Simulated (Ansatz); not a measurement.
## CdTe: what the electron mass says about interband coupling

All numbers below come from DFT r2SCAN, scalar-relativistic, plane waves, PAW (Ansatz).

Plane waves to 500 eV, a k mesh through Γ of 8×8×8 on the computed 2-atom cell and Gaussian smearing (0.02 eV); no spin polarisation.

Relaxed cell: F-43m, a = 6.556 Å, b = 6.556 Å, c = 6.556 Å, α = 90.00°, β = 90.00°, γ = 90.00°, 2 atoms in the primitive cell.

The direct gap at Γ is 1.168 eV, and at Γ the conduction band has a mass of 0.0908 mₑ and the lightest hole 0.0931 mₑ, both along x.

Question: Use two-band k·p theory to get the Kane energy. As an exercise, what mass follows if the true gap is 1.5 times the computed one (semilocal functionals can miss by more, threefold or worse in zinc and cadmium oxides)?

Answer: Coupling to the valence top alone gives mₑ/m* = 1 + E_P/E_g, so E_P = E_g (mₑ/m* − 1) = 1.168 × (11.01 − 1) = 11.7 eV. The light hole is the mirror band, mₑ/mₗₕ = E_P/E_g − 1, and gives 13.7 eV; the spread shows what other bands add. Fits to experiment give about 15 to 31 eV for common tetrahedral semiconductors; the figure from the electron is a net one, lowered by higher conduction bands, and semilocal functionals tend to give less. With E_P fixed and E_g = 1.75 eV the mass becomes 0.13 mₑ: in this model the mass grows with the gap, in proportion where E_P ≫ E_g, which is why functionals that close gaps give light electrons. A correction that opens the gap also strengthens the coupling, so the true mass usually rises less. Remote bands and spin-orbit splitting are left out of the model.

Spin-orbit coupling is left out, which matters for the bands of heavy elements.